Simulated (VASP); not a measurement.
# ZnS (P6_3mc) in VASP: a series of runs, part 2 of 2

VASP 6.6.1. Earlier steps stand in the parts before.

### Step 4. Band structure, TB-mBJ

File POSCAR:

```
ZnS                                     
1.0
    3.7855642229      0.0000000000      0.0000000000
   -1.8927821114      3.2783947809      0.0000000000
    0.0000000000      0.0000000000      6.2124968648
  Zn              S             
     2     2
Direct
     0.3333333300000021    0.6666666699999979    0.0054117950195689
     0.6666666699999979    0.3333333300000021    0.5054117950195689
     0.3333333300000021    0.6666666699999979    0.3795882049804291
     0.6666666699999979    0.3333333300000021    0.8795882049804291
```

File INCAR.step1:

```
SYSTEM = ZnS
PREC = Accurate
ENCUT = 520
EDIFF = 1E-5
ISMEAR = 0
SIGMA = 0.03
LREAL = .False.
LASPH = .True.
NELM = 80
ALGO = Normal
ISIF = 2
LWAVE = .True.
LCHARG = .False.
NBANDS = 26
GGA = PE
```

File INCAR.step2:

```
SYSTEM = ZnS
PREC = Accurate
ENCUT = 520
EDIFF = 1E-6
ISMEAR = 0
SIGMA = 0.03
LREAL = .False.
LASPH = .True.
NELM = 80
ALGO = Normal
ISIF = 2
LWAVE = .False.
LCHARG = .False.
METAGGA = MBJ
NBANDS = 26
ISTART = 1
```

File KPOINTS:

```
regular mesh
0
Gamma
  9 9 5
  0 0 0
```

KPOINTS_OPT is that of step 3.

Potentials or basis: VASP PAW PBE potentials, release 64 (Zn, S).

Run with:

```bash
> cat potpaw_PBE.64/Zn/POTCAR potpaw_PBE.64/S/POTCAR > POTCAR
> cp INCAR.step1 INCAR
> mpirun -np 1 vasp_std > vasp.out
> cp INCAR.step2 INCAR
> mpirun -np 1 vasp_std > vasp.out
```

OUTCAR:

```text
SYSTEM = ZnS
   PREC = Accurate
   ENCUT = 520
   EDIFF = 1E-6
   ISMEAR = 0
   LREAL = .False.
   LASPH = .True.
   NELM = 80
   ISIF = 2
   METAGGA = MBJ
   ISTART = 1

 ion  position               nearest neighbor table
   1  0.333  0.667  0.005-   4 2.32   4 2.32   4 2.32   3 2.32
   2  0.667  0.333  0.505-   3 2.32   3 2.32   3 2.32   4 2.32
   3  0.333  0.667  0.380-   2 2.32   2 2.32   2 2.32   1 2.32
   4  0.667  0.333  0.880-   1 2.32   1 2.32   1 2.32   2 2.32

  LATTYP: Found a hexagonal cell.
 ALAT       =     3.7855642229
 C/A-ratio  =     1.6411019597

  Lattice vectors:

 A1 = (   3.7855642229,   0.0000000000,   0.0000000000)
 A2 = (  -1.8927821114,   3.2783947809,   0.0000000000)
 A3 = (   0.0000000000,   0.0000000000,   6.2124968648)

Analysis of symmetry for initial positions (statically):
=====================================================================
 Subroutine PRICEL returns:
 Original cell was already a primitive cell.

 Routine SETGRP: Setting up the symmetry group for a
 hexagonal supercell.

[... 171 lines left out ...]
  energy without entropy =      262.72837966  energy(sigma->0) =      262.72837966

 E-fermi :   2.7590     XC(G=0):  -9.0089

 val. band max:        2.5542218523   @ k =   0.0000   0.0000   0.0000
 cond. band min:       6.4158305885   @ k =   0.0000   0.0000   0.0000
 fundamental gap:      3.8616087362
 Fermi energy:         2.7589971520

 k-point     1 :       0.0000    0.0000    0.0000
  band No.  band energies     occupation
      1     -10.6615      2.00000
      2      -9.8068      2.00000
      3      -3.4084      2.00000
      4      -3.3932      2.00000
      5      -3.3931      2.00000
      6      -3.2969      2.00000
[... 685 lines left out ...]
     25      13.3992      0.00000
     26      14.2035      0.00000

 [... further k-points ...]

------------------------ aborting loop because EDIFF is reached ----------------------------------------

  FORCE on cell =-STRESS in cart. coord.  units (eV):
  Direction    XX          YY          ZZ          XY          YZ          ZX
  --------------------------------------------------------------------------------------
  -------------------------------------------------------------------------------------
  Total     -185.5759018   -185.5759014   -185.7441973     -0.0000000      0.0000000      0.0000000
  in kB    -3856.3292940  -3856.3292851  -3859.8265304     -0.0000001      0.0000000      0.0000000
  external PRESSURE =   -3857.4950365 kB  Pullay stress =       0.0000000 kB

 VOLUME and BASIS-vectors are now :
 -----------------------------------------------------------------------------
  energy-cutoff  :      520.00
  volume of cell :       77.10
      direct lattice vectors                 reciprocal lattice vectors
     3.785564223  0.000000000  0.000000000     0.264161415  0.152513664  0.000000000
    -1.892782111  3.278394781  0.000000000     0.000000000  0.305027328  0.000000000
     0.000000000  0.000000000  6.212496865     0.000000000  0.000000000  0.160965876

 POSITION                                       TOTAL-FORCE (eV/Angst)
 -----------------------------------------------------------------------------------
     -0.00000      2.18560      0.03362        -0.000000      0.000000     -0.021232
      1.89278      1.09280      3.13987         0.000000     -0.000000     -0.021232
     -0.00000      2.18560      2.35819        -0.000000      0.000000      0.021232
      1.89278      1.09280      5.46444        -0.000000      0.000000      0.021232
 -----------------------------------------------------------------------------------
    total drift:                               -0.000010      0.000005      0.038740

  FREE ENERGIE OF THE ION-ELECTRON SYSTEM (eV)
  ---------------------------------------------------
  free  energy   TOTEN  =       262.7283796598 eV

  energy  without entropy=      262.7283796598  energy(sigma->0) =      262.72837966
```

OUTCAR.step1:

```text
SYSTEM = ZnS
   PREC = Accurate
   ENCUT = 520
   EDIFF = 1E-5
   ISMEAR = 0
   LREAL = .False.
   LASPH = .True.
   NELM = 80
[... 927 lines left out ...]
      1.89278      1.09280      3.13987         0.000000     -0.000000      0.002756
     -0.00000      2.18560      2.35819        -0.000000      0.000000     -0.002756
      1.89278      1.09280      5.46444         0.000000     -0.000000     -0.002756
 -----------------------------------------------------------------------------------
    total drift:                               -0.000011      0.000005     -0.000237

  FREE ENERGIE OF THE ION-ELECTRON SYSTEM (eV)
  ---------------------------------------------------
  free  energy   TOTEN  =       -13.6509540575 eV

  energy  without entropy=      -13.6509540575  energy(sigma->0) =      -13.65095406
```

Run time: 3 min. Hardware: 1 thread of Intel Xeon 6975P-C (Granite Rapids), shared host; peak memory 0.24 GiB.

Results:

```
Band gap on the k mesh  : 3.86 eV, direct
Band gap along the path : 3.86 eV, direct
```

Levels at the corners of the path, in eV from the valence-band top:
| point | band 15 | band 16 | band 17 | band 18 | band 19 | band 20 | band 21 | band 22 |
| --- | --- | --- | --- | --- | --- | --- | --- | --- |
| Γ | -0.83 | -0.08 | 0.00 | 0.00 | 3.86 | 4.55 | 7.48 | 7.49 |
| M | -3.00 | -2.09 | -1.50 | -0.82 | 4.89 | 5.60 | 6.09 | 7.92 |
| M | -3.00 | -2.09 | -1.50 | -0.82 | 4.89 | 5.60 | 6.09 | 7.92 |
| K | -3.55 | -2.12 | -2.12 | -1.90 | 5.35 | 7.19 | 7.19 | 8.80 |
| K | -3.55 | -2.12 | -2.12 | -1.90 | 5.35 | 7.19 | 7.19 | 8.80 |
| Γ | -0.83 | -0.08 | 0.00 | 0.00 | 3.86 | 4.55 | 7.48 | 7.49 |
| Γ | -0.83 | -0.08 | 0.00 | 0.00 | 3.86 | 4.55 | 7.48 | 7.49 |
| A | -0.43 | -0.43 | -0.43 | -0.43 | 5.04 | 5.04 | 7.86 | 7.86 |
| A | -0.43 | -0.43 | -0.43 | -0.43 | 5.04 | 5.04 | 7.86 | 7.86 |
| L | -1.50 | -1.50 | -1.49 | -1.49 | 4.84 | 4.84 | 6.31 | 6.31 |
| L | -1.50 | -1.50 | -1.49 | -1.49 | 4.84 | 4.84 | 6.31 | 6.31 |
| H | -2.77 | -2.77 | -1.27 | -1.27 | 5.77 | 5.77 | 7.37 | 7.37 |
| H | -2.77 | -2.77 | -1.27 | -1.27 | 5.77 | 5.77 | 7.37 | 7.37 |
| A | -0.43 | -0.43 | -0.43 | -0.43 | 5.04 | 5.04 | 7.86 | 7.86 |
| L | -1.50 | -1.50 | -1.49 | -1.49 | 4.84 | 4.84 | 6.31 | 6.31 |
| M | -3.00 | -2.09 | -1.50 | -0.82 | 4.89 | 5.60 | 6.09 | 7.92 |
| K | -3.55 | -2.12 | -2.12 | -1.90 | 5.35 | 7.19 | 7.19 | 8.80 |
| H | -2.77 | -2.77 | -1.27 | -1.27 | 5.77 | 5.77 | 7.37 | 7.37 |

Caveat: the PAW data sets were made with another functional, which shifts forces and pressure a little.

### Step 5. Band structure, LDA

File INCAR:

```
SYSTEM = ZnS
PREC = Accurate
ENCUT = 520
EDIFF = 1E-6
ISMEAR = 0
SIGMA = 0.03
LREAL = .False.
LASPH = .True.
NELM = 80
ALGO = Normal
ISIF = 2
LWAVE = .False.
LCHARG = .False.
NBANDS = 26
```

KPOINTS is that of step 4.

POSCAR is that of step 4.

KPOINTS_OPT is that of step 4.

Potentials or basis: VASP PAW LDA potentials, release 64 (Zn, S).

Run with:

```bash
> cat potpaw_LDA.64/Zn/POTCAR potpaw_LDA.64/S/POTCAR > POTCAR
> mpirun -np 1 vasp_std > vasp.out
```

Run time: 80 s. Hardware: 1 thread of Intel Xeon 6975P-C (Granite Rapids), shared host; peak memory 0.23 GiB.

The run converged. Its results:

* Free energy: -16.3819 eV
* Pressure: -2.7 GPa
* Largest force: 0.004 eV/Å
* Band gap on the k mesh: 2.06 eV, direct
* Band gap along the path: 2.06 eV, direct

Forces in eV/Å, atoms in the order of the input:
```
Zn   0.000  0.000 -0.004
Zn   0.000  0.000 -0.004
S    0.000  0.000  0.004
S    0.000  0.000  0.004
```

Levels at the corners of the path, in eV from the valence-band top:
```tsv
point	band 14	band 15	band 16	band 17	band 18	band 19	band 20	band 21	band 22	band 23
Γ	-0.93	-0.93	-0.09	0.00	0.00	2.06	2.95	6.15	6.15	6.41
M	-4.28	-3.43	-2.33	-1.79	-0.92	3.45	4.13	4.92	6.77	7.32
M	-4.28	-3.43	-2.33	-1.79	-0.92	3.45	4.13	4.92	6.77	7.32
K	-4.47	-4.04	-2.44	-2.44	-2.20	3.99	5.87	5.87	7.67	7.90
K	-4.47	-4.04	-2.44	-2.44	-2.20	3.99	5.87	5.87	7.67	7.90
Γ	-0.93	-0.93	-0.09	0.00	0.00	2.06	2.95	6.15	6.15	6.41
Γ	-0.93	-0.93	-0.09	0.00	0.00	2.06	2.95	6.15	6.15	6.41
A	-3.00	-0.49	-0.49	-0.49	-0.49	3.42	3.42	6.62	6.62	6.62
A	-3.00	-0.49	-0.49	-0.49	-0.49	3.42	3.42	6.62	6.62	6.62
L	-5.06	-1.71	-1.71	-1.69	-1.69	3.34	3.34	5.05	5.05	8.72
L	-5.06	-1.71	-1.71	-1.69	-1.69	3.34	3.34	5.05	5.05	8.72
H	-4.94	-3.21	-3.21	-1.42	-1.42	4.35	4.35	6.13	6.13	7.31
H	-4.94	-3.21	-3.21	-1.42	-1.42	4.35	4.35	6.13	6.13	7.31
A	-3.00	-0.49	-0.49	-0.49	-0.49	3.42	3.42	6.62	6.62	6.62
L	-5.06	-1.71	-1.71	-1.69	-1.69	3.34	3.34	5.05	5.05	8.72
M	-4.28	-3.43	-2.33	-1.79	-0.92	3.45	4.13	4.92	6.77	7.32
K	-4.47	-4.04	-2.44	-2.44	-2.20	3.99	5.87	5.87	7.67	7.90
H	-4.94	-3.21	-3.21	-1.42	-1.42	4.35	4.35	6.13	6.13	7.31
```

### Step 6. Overview

```tsv
level	potentials or basis	gap on the mesh (eV)	pressure (GPa)
PBEsol	VASP PAW PBE potentials, release 64 (Zn, S)	2.15	0.0
r2SCAN	VASP PAW PBE potentials, release 64 (Zn, S)	2.87	1.4
TB-mBJ	VASP PAW PBE potentials, release 64 (Zn, S)	3.86	-
LDA	VASP PAW LDA potentials, release 64 (Zn, S)	2.06	-2.7
```

Alike in all rows: task band structure; no spin polarisation; cell as given; k mesh 9 × 9 × 5; cutoff (eV) 520; smearing gaussian 0.03 eV.

Caveats: the PAW data sets were made with another functional, which shifts forces and pressure a little (some runs).

Absolute energies hang on the potentials; compare differences alone.

### Step 7. Against experiment

Step 2. A measured gap of ZnS is 3.911 eV (direct; 4 K; a printed reference work, monograph); the calculated 2.15 eV misses it by -1.76 eV. The value is that of PBEsol, without temperature or zero-point motion. Semilocal functionals fall short of measured gaps as a rule.

Step 3. Measured gap of ZnS: 3.911 eV (direct; 4 K; a printed reference work, monograph). This calculation gives 2.87 eV (-1.05 eV). The value is that of r2SCAN, without temperature or zero-point motion.

Step 4. Against the measured gap of ZnS, 3.911 eV (direct; 4 K; a printed reference work, monograph), the calculated 3.86 eV is off by -0.05 eV. The value is that of TB-mBJ, without temperature or zero-point motion.

Step 5. A measured gap of ZnS is 3.911 eV (direct; 4 K; a printed reference work, monograph); the calculated 2.06 eV misses it by -1.85 eV. The value is that of LDA, without temperature or zero-point motion. Semilocal functionals fall short of measured gaps as a rule.
